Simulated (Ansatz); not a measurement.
WS2 (started from an entry of an open crystallographic database) at its r2SCAN+rVV10 geometry, in Ansatz 0.2.0. The base run uses HSE06 on a modest mesh; each further run changes one setting, sensibly or not. Doubtful ones may also carry a cap on iterations. All numbers are computed, and spin polarisation is off unless an edit sets a moment.

Base input:
```yaml
crystal:
  lattice:
    - [1.585886709, 0.9156121184, 6.2374759783]
    - [-1.585886709, 0.9156121184, 6.2374759783]
    - [0.0, -1.8312242367, 6.2374759783]
  atoms:
    - { symbol: W, position: [0.0006662242, 0.0006662242, 0.0006662242] }
    - { symbol: S, position: [0.2505579538, 0.2505579538, 0.2505579538] }
    - { symbol: S, position: [0.4174758221, 0.4174758221, 0.4174758221] }
kpoints:
  mp_grid: { grid: [4, 4, 4] }
hamiltonian:
  xc: hse06
scf:
  occupations: { method: fixed }
  n_extra_bands: 4
output:
  forces: true
  stress: true
  eigenvalues: true
```

Base results:
```
Basis set: ecut = 420 eV, 1041 PW (Γ), FFT grids on a1−a3, a2−a3, a3
Symmetry: 6 space group operations
Space group: R3m (ITA 160)
k-points: 13 of 64 (time reversal used)
Exchange kernel: α = 0.2500, screened, ω = 0.2079 Å⁻¹, Wigner–Seitz truncation, v(0) = 1002.0557 eV·Å³, q-mesh 4×4×4
hybrid SCF converged: 2 outer / 13 inner (+4 warm-up)
Free energy (F): -12193.490073 eV
Fermi energy:    11.079693 eV
--- Forces (eV/Å), atoms counted from 1 ---
  atom   1  W       0.00000      0.00000    -0.00100
  atom   2  S       0.00000      0.00000      0.36037
  atom   3  S       0.00000      0.00000    -0.35937
--- Stress (GPa, compression-positive) ---
       -1.921194       0.000000       0.000000
        0.000000      -1.921194       0.000000
        0.000000       0.000000      -0.896313
  P = ⅓ Tr σ = -1.5796 GPa (-15.796 kbar)
--- Band table (eV; the first three rows and the last of 13) ---
  k-point 0: bands = […, 7.0630, 7.0630, 8.4929, 8.4929, 9.1566, 9.8407, 13.9733, 13.9733, 14.2345, 14.2345]
  k-point 1: bands = […, 5.1839, 6.2070, 7.2681, 8.0318, 8.8393, 9.3105, 13.0447, 13.6966, 14.6684, 15.2798]
  k-point 2: bands = […, 4.5564, 5.1360, 6.4201, 8.1131, 8.9132, 9.1600, 14.0163, 14.3582, 15.4809, 15.8510]
  k-point 12: bands = […, 6.8702, 7.0464, 7.0464, 8.5275, 8.5275, 11.0797, 14.0489, 14.0489, 14.1115, 14.1115]
```
The gap over this mesh is 1.965 eV.

Command: `ansatz run input.yaml --threads 4 --pin off --max-ram 3686MiB --backend cpu --events-out ev --progress --plain --runs-dir out`.

**Question.** Predict the outcome of this edit.
```yaml
hamiltonian:
  xc: { exchange: pbe, correlation: pbe, exx: { coeff: 0.3 } }
```

**Answer.** That is 30 % exact exchange, at all ranges, against HSE06's 25 % screened at 0.208 1/Å. The mean stress moves by -0.9 GPa and the gap on the mesh by +0.934 eV (to 2.899). Totals of different functionals aren't comparable.
```
hybrid SCF converged: 2 outer / 14 inner (+4 warm-up)
Free energy (F): -12191.412813 eV
Fermi energy:    10.616620 eV
--- Forces (eV/Å), atoms counted from 1 ---
  atom   1  W       0.00000      0.00000    -0.00039
  atom   2  S       0.00000      0.00000      0.43863
  atom   3  S       0.00000      0.00000    -0.43822
--- Stress (GPa, compression-positive) ---
       -2.843536       0.000000       0.000000
        0.000000      -2.843536       0.000000
        0.000000       0.000000      -1.744829
  P = ⅓ Tr σ = -2.4773 GPa (-24.773 kbar)
```

**Question.** The input is altered as follows. How does the run end?
```yaml
hamiltonian:
  xc: { exchange: pbe, correlation: pbe, exx: { coeff: 0.5 } }
```

**Answer.** That is 50 % exact exchange, at all ranges, against HSE06's 25 % screened at 0.208 1/Å. The mean stress moves by -4.3 GPa and the gap on the mesh by +1.960 eV (to 3.925). Totals of different functionals aren't comparable.
Lines that differ from the base's log, and the results:
```
hybrid SCF converged: 3 outer / 20 inner (+5 warm-up)
Free energy (F): -12191.530144 eV
Fermi energy:    10.049748 eV
--- Forces (eV/Å), atoms counted from 1 ---
  atom   1  W       0.00000      0.00000      0.00134
  atom   2  S       0.00000      0.00000      0.79943
  atom   3  S       0.00000      0.00000    -0.80077
--- Stress (GPa, compression-positive) ---
       -6.173266       0.000000       0.000000
        0.000000      -6.173266       0.000000
        0.000000       0.000000      -5.275508
  P = ⅓ Tr σ = -5.8740 GPa (-58.740 kbar)
```

**Question.** These lines are set or replaced. What follows?
```yaml
scf:
  n_extra_bands: 24
```

**Answer.** Energy, stress and gap stay within 1 meV an atom, 0.1 GPa and 0.005 eV of the base. Empty bands don't enter the energy of an insulator with fixed occupations.

**Question.** These lines are set or replaced. What follows?
```yaml
hamiltonian:
  xc: { exchange: pbe, correlation: pbe, exx: { coeff: 0.35 } }
```

**Answer.** That is 35 % exact exchange, at all ranges, against HSE06's 25 % screened at 0.208 1/Å. The mean stress moves by -1.8 GPa and the gap on the mesh by +1.195 eV (to 3.159). Totals of different functionals aren't comparable.
Lines that differ from the base's log, and the results:
```
hybrid SCF converged: 3 outer / 16 inner (+5 warm-up)
Free energy (F): -12191.432061 eV
Fermi energy:    10.478119 eV
--- Forces (eV/Å), atoms counted from 1 ---
  atom   1  W       0.00000      0.00000    -0.00007
  atom   2  S       0.00000      0.00000      0.53037
  atom   3  S       0.00000      0.00000    -0.53040
--- Stress (GPa, compression-positive) ---
       -3.692236       0.000000       0.000000
        0.000000      -3.692236       0.000000
        0.000000       0.000000      -2.638203
  P = ⅓ Tr σ = -3.3409 GPa (-33.409 kbar)
--- Band table (eV; the first three rows and the last of 13) ---
  k-point 0: bands = […, 6.1856, 6.1856, 7.7395, 7.7395, 8.3678, 9.1636, 14.6370, 14.6370, 14.8992, 14.8992]
  k-point 1: bands = […, 4.2073, 5.3133, 6.4370, 7.2087, 8.0476, 8.5826, 13.6376, 14.3285, 15.3629, 16.0168]
  k-point 2: bands = […, 3.5591, 4.1470, 5.5267, 7.2745, 8.1357, 8.4020, 14.6896, 15.0340, 16.2002, 16.6128]
  k-point 12: bands = […, 5.9621, 6.1677, 6.1677, 7.7786, 7.7786, 10.4781, 14.7085, 14.7085, 14.7712, 14.7712]
```

**Question.** What happens with this change?
```yaml
basis:
  ecutwfc: 500
```

**Answer.** 1373 plane waves in place of 1041. Energy, stress and gap stay within 1 meV an atom, 0.1 GPa and 0.005 eV of the base. The base cutoff was converged to that degree.

**Question.** The input is altered as follows. How does the run end?
```yaml
hamiltonian:
  xc: { exchange: pbe, correlation: pbe, exx: { coeff: -0.2, omega: 0.3 } }
```

**Answer.** The input is refused before any iteration.
```
Error: invalid value for `hamiltonian.xc.exx.coeff`: must be finite and in (0, 1]; got -0.2
```

Spin-orbit coupling is left out, which matters wherever the heavy atoms make up the band edges.

The stress of a hybrid is loosely converged in these runs.

The meshes of the hybrids are coarse, so their gaps aren't converged to the digits shown.
